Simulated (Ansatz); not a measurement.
Ansatz input

```yaml
crystal:
  lattice:
    - [2.3650299542, 0.0, 0.0]
    - [0.0, 2.3650299542, 0.0]
    - [0.0, 0.0, 3.4931475486]
  atoms:
    - { symbol: Fe, position: [1.0, 1.0, 0.0], spin: 1.129 }
    - { symbol: Fe, position: [0.5, 0.5, 0.5], spin: -1.129 }
hamiltonian:
  xc: mr2scan
  pseudopotentials:
    kind: paw
    azcp:
      Fe: "pseudopotentials/Fe.paw.azcp"
basis:
  ecutwfc: 500
  fft_grid_basis: typed
kpoints:
  mp_grid: { grid: [15, 15, 10], shift: [0, 0, 0] }
magnetization:
  spin_polarized: true
scf:
  occupations: { method: fermi_dirac, width: 0.05 }
  lower_state_search: "off"
output:
  stress: true
  write_density: true
  write_potential: true
  elf: true
  volumetric_format: npy
```

and its output:

```
Engine: ansatz 0.2.0, aarch64-unknown-linux-gnu
Pseudopotentials: kind: paw
Pseudopotential: Fe, paw, valence charge 16, recommended cutoff 500 eV (meta_gga) 
Functional definition: m-r2SCAN
  exchange = m_r2scan_x
  correlation = m_r2scan_c
Crystal: 2 atoms, lattice volume = 19.538 Å³
Basis set: ecut = 500 eV, 505 PW (Γ), exchange–correlation on 72×72×108 points (64 copies of the dense FFT grid, shifted against one another)
Bands: 22, of which v1, the nominal top of the filled ones, is band 16 counted from 1 (15 counted from 0)
Symmetry: 16 space group operations
Space group: P4/mmm (ITA 123), of the structure as read, at distance tolerance 2.7e-5 Å
Magnetic group: BNS 123.350 (UNI 1010), of the structure as read, at distance tolerance 2.7e-5 Å
k-points: 216 of 2250
Non-local potential: Fe, projectors of the file, l = 0: 3, l = 1: 2, l = 2: 3, l = 3: 1
PAW form: soft (Blöchl's): semilocal exchange-correlation on the pseudo side does not see the compensation charge
PAW frozen core: Fe, regenerated for the run's functional (the file was generated under x = pbe(κ = 0.804, μ = 0.2195149727645171), c = pbe(β = 0.06672455060314922))
PAW one-centre angular grid: Fe, 590 points (default); XC on 160 Gauss nodes
Initial density: superposition of atomic densities (chi_scale 0.1, normalization cell)
Starting moments: Σ|m| = 2.258 μB on 2 of 2 sites
Starting magnetic order: antiferromagnet; a translation exchanges its spin sublattices: spin-degenerate at every k-point
Initial wavefunctions: pseudopotential atomic-orbital guess
Functional: x = mr2scan, c = mr2scan; τ floored in thin density (d = 2e-4 eV/Å³)
the translation (0.5, 0.5, 0.5) carries every atom to within crystal.symmetry.tolerance of an atom of its element with the starting moment reversed, but both spin channels are solved: the dense FFT box has an odd point count along it
SCF iter   1: F=-8969.284704 eV  HF=-8970.541416 eV  |F-HF|=1.26e0  |Δ(HF+E_count)|=         —  Δρ=6.61e-2 (↑6.61e-2 ↓6.61e-2)  dr2=1.83e0  dr2_τ=3.27e-2  dr2_m=8.24e-2  M=0.000 μB ∫|m|=1.858 μB  β_m=0.30  ethr=3.10e-3  ⟨swp⟩=5.1  Hψ=39913  notcnv=0
SCF iter   2: F=-8970.188468 eV  HF=-8970.326067 eV  |F-HF|=1.38e-1  |Δ(HF+E_count)|=   2.15e-1  Δρ=2.70e-2 (↑2.69e-2 ↓2.70e-2)  dr2=2.85e-1  dr2_τ=1.04e-2  dr2_m=2.96e-2  M=0.000 μB ∫|m|=1.923 μB  β_m=0.30  ethr=3.10e-3  ⟨swp⟩=3.1  Hψ=19777  notcnv=0  defer=70  κ⁻¹=1.0e0(r=1)
SCF iter   3: F=-8970.296307 eV  HF=-8970.286870 eV  |F-HF|=9.44e-3  |Δ(HF+E_count)|=   3.92e-2  Δρ=1.17e-2 (↑1.17e-2 ↓1.17e-2)  dr2=2.49e-2  dr2_τ=1.49e-3  dr2_m=1.62e-2  M=0.000 μB ∫|m|=1.935 μB  β_m=0.30  ethr=8.90e-4  ⟨swp⟩=2.2  Hψ=16033  notcnv=0  defer=70  κ⁻¹=7.2e-4(r=2)
SCF iter   4: F=-8970.308051 eV  HF=-8970.304835 eV  |F-HF|=3.22e-3  |Δ(HF+E_count)|=   1.80e-2  Δρ=1.12e-2 (↑1.09e-2 ↓1.12e-2)  dr2=3.00e-2  dr2_τ=3.90e-4  dr2_m=9.59e-3  M=-0.003 μB ∫|m|=1.953 μB  β_m=1.00  ethr=7.77e-5  ⟨swp⟩=3.0  Hψ=22413  notcnv=0  defer=70  κ⁻¹=9.8e-5(r=3)
SCF iter   5: F=-8970.313972 eV  HF=-8970.313217 eV  |F-HF|=7.55e-4  |Δ(HF+E_count)|=   8.38e-3  Δρ=5.83e-3 (↑5.83e-3 ↓5.64e-3)  dr2=1.50e-2  dr2_τ=1.89e-4  dr2_m=5.59e-4  M=0.008 μB ∫|m|=1.968 μB  β_m=1.00  ethr=7.77e-5  ⟨swp⟩=2.0  Hψ=15115  notcnv=0  defer=58  κ⁻¹=4.9e-5(r=4)
SCF iter   6: F=-8970.320720 eV  HF=-8970.315195 eV  |F-HF|=5.53e-3  |Δ(HF+E_count)|=   1.98e-3  Δρ=2.29e-3 (↑1.74e-3 ↓2.29e-3)  dr2=1.38e-3  dr2_τ=4.41e-5  dr2_m=1.00e-4  M=0.004 μB ∫|m|=1.969 μB  β_m=0.30  ethr=4.70e-5  ⟨swp⟩=2.0  Hψ=14047  notcnv=0  defer=51  κ⁻¹=3.4e-5(r=5)
...
SCF iter  15: F=-8970.322415 eV  HF=-8970.322405 eV  |F-HF|=1.01e-5  |Δ(HF+E_count)|=   8.47e-6  Δρ=6.08e-5 (↑6.08e-5 ↓6.02e-5)  dr2=3.98e-7  dr2_τ=5.11e-9  dr2_m=2.98e-7  M=0.001 μB ∫|m|=1.989 μB  β_m=0.96  ethr=1.48e-9  ⟨swp⟩=2.1  Hψ=14460  notcnv=0  defer=28  κ⁻¹=3.8e-7(r=8)
SCF iter  16: F=-8970.322419 eV  HF=-8970.322416 eV  |F-HF|=2.71e-6  |Δ(HF+E_count)|=   1.10e-5  Δρ=2.89e-5 (↑2.55e-5 ↓2.89e-5)  dr2=1.50e-8  dr2_τ=8.92e-10  dr2_m=1.17e-7  M=0.000 μB ∫|m|=1.993 μB  β_m=1.20  ethr=3.13e-10  ⟨swp⟩=7.5  Hψ=70368  notcnv=0  κ⁻¹=3.1e-7(r=8)
SCF iter  17: F=-8970.322419 eV  HF=-8970.322419 eV  |F-HF|=8.76e-7  |Δ(HF+E_count)|=   2.73e-6  Δρ=1.40e-5 (↑1.28e-5 ↓1.40e-5)  dr2=2.18e-9  dr2_τ=2.08e-10  dr2_m=3.05e-8  M=0.000 μB ∫|m|=1.996 μB  β_m=1.20  ethr=4.70e-11  ⟨swp⟩=9.5  Hψ=66719  notcnv=0  κ⁻¹=7.0e-8(r=8)
SCF iter  18: F=-8970.322420 eV  HF=-8970.322419 eV  |F-HF|=1.92e-7  |Δ(HF+E_count)|=   9.14e-7  Δρ=6.70e-6 (↑6.70e-6 ↓5.26e-6)  dr2=3.27e-9  dr2_τ=7.43e-11  dr2_m=4.68e-9  M=0.000 μB ∫|m|=1.997 μB  β_m=1.20  ethr=6.81e-12  ⟨swp⟩=8.9  Hψ=63821  notcnv=0  κ⁻¹=4.0e-6(r=8)
SCF iter  19: F=-8970.322420 eV  HF=-8970.322420 eV  |F-HF|=3.21e-8  |Δ(HF+E_count)|=   1.95e-7  Δρ=3.71e-6 (↑2.54e-6 ↓3.71e-6)  dr2=3.68e-9  dr2_τ=3.80e-11  dr2_m=5.01e-10  M=0.000 μB ∫|m|=1.998 μB  ethr=6.81e-12  ⟨swp⟩=7.7  Hψ=57035  notcnv=0
SCF 1 converged in 19 iterations: F = -8970.322420 eV  dr2 = 3.68e-9
this state was not tested for a lower state beside it, because the mixer in use, unlike msr1, does not test its closes by its own steps (another_mixer; see scf.mixing.algorithm and scf.lower_state_search)
SCF converged after 19 iterations
Magnetization: 0.0001 μB (16.0001 up, 15.9999 down)
Absolute magnetization: 1.9977 μB (∫|ρ↑−ρ↓|, with the PAW one-centre terms)
Spin contamination: 0.5947 ħ² per cell (⟨S²⟩ above its minimum at these occupations)
Per-site moments (μB) at R_I (Å): [(0.9606108853462968, 0.9755748561075), (-0.9604635948645226, 0.9755748561075)]
Free energy (F): -8970.322420 eV
Harris-Foulkes:  -8970.322420 eV  (|F-HF|=3.21e-8)
Internal energy: -8970.301613 eV  (E = F + TS)
E sigma→0 (E₀):  -8970.312016 eV
Entropy (-TS):   -0.020807 eV (-10.403 meV/atom)
Fermi energy:    22.048839 eV
--- Per-component energies (eV) ---
  E_band       = -363.902779
  E_kinetic    = 713.339962
  E_local      = -3748.650674  (includes V_loc(G=0)·N_el)
  E_nonlocal   = 432.258692
  E_hartree    = 1594.941392
  E_xc         = -230.708798
  E_vxc        = -342.887930  (∫ρ·V_xc dr)
  E_paw        = -2750.531092  (= ΣΔE_a)
  E_vpaw       = -632.641684  (= ΣTr[D̂ρ^β])
  E_aug_tail   = 0.000568  (compensation charges beyond the density's cutoff)
  E_vtau       = 24.795201  (kinetic-family band-sum trace: ∫τ·v_τ [+ j·A + Jᵃ·Aᵃ] dr)
  E_ewald      = -4980.372713
  E_core_change = -0.578950  (= ΣΔE_core)
  E_smearing   = -0.020807  (= −TS)
  E_closure    = 0.000000  (closes the sum)
  Σ components = -8970.322420   (vs F -8970.322420, Δ=0.00e0)
--- Stress (GPa, compression-positive) ---
       12.506289      -0.000000       0.000000
       -0.000000      12.506289      -0.000000
        0.000000      -0.000000       9.408661
  P = ⅓ Tr σ = 11.4737 GPa (114.737 kbar)
--- Band table (eV; the first three rows and the last of 432) ---
  k-point 0 ↑: bands = ["-69.0969", "-67.7912", "-33.7845", "-33.5413", "-33.5413", "-32.4955", "-32.2965", "-32.2965", "12.2152", "16.3746", "17.2456", "19.8825", "20.2529", "20.2529", "21.6647", "21.7344", "23.4842", "23.4842", "23.4865", "24.4779", "33.8565", "39.9884"]
  k-point 1 ↑: bands = ["-69.0963", "-67.7917", "-33.7770", "-33.5403", "-33.5403", "-32.5050", "-32.2975", "-32.2975", "12.3621", "16.4037", "17.2993", "19.8106", "20.3062", "20.3062", "21.5838", "21.7461", "23.3848", "23.3848", "23.4728", "23.9502", "34.5659", "40.2291"]
  k-point 2 ↑: bands = ["-69.0948", "-67.7932", "-33.7570", "-33.5379", "-33.5379", "-32.5303", "-32.3001", "-32.3001", "12.7931", "16.4554", "17.4560", "19.6063", "20.4619", "20.4619", "21.3472", "21.7775", "22.7782", "23.1111", "23.1111", "23.4361", "36.3079", "40.9253"]
  k-point 215 ↓: bands = ["-68.9794", "-67.6837", "-33.9150", "-33.9134", "-33.6042", "-32.7001", "-32.6987", "-32.4992", "17.1320", "18.0978", "18.6953", "18.7340", "19.4212", "19.4704", "21.2622", "22.0655", "23.1556", "23.7487", "31.4948", "31.5621", "32.3122", "32.3170"]
```
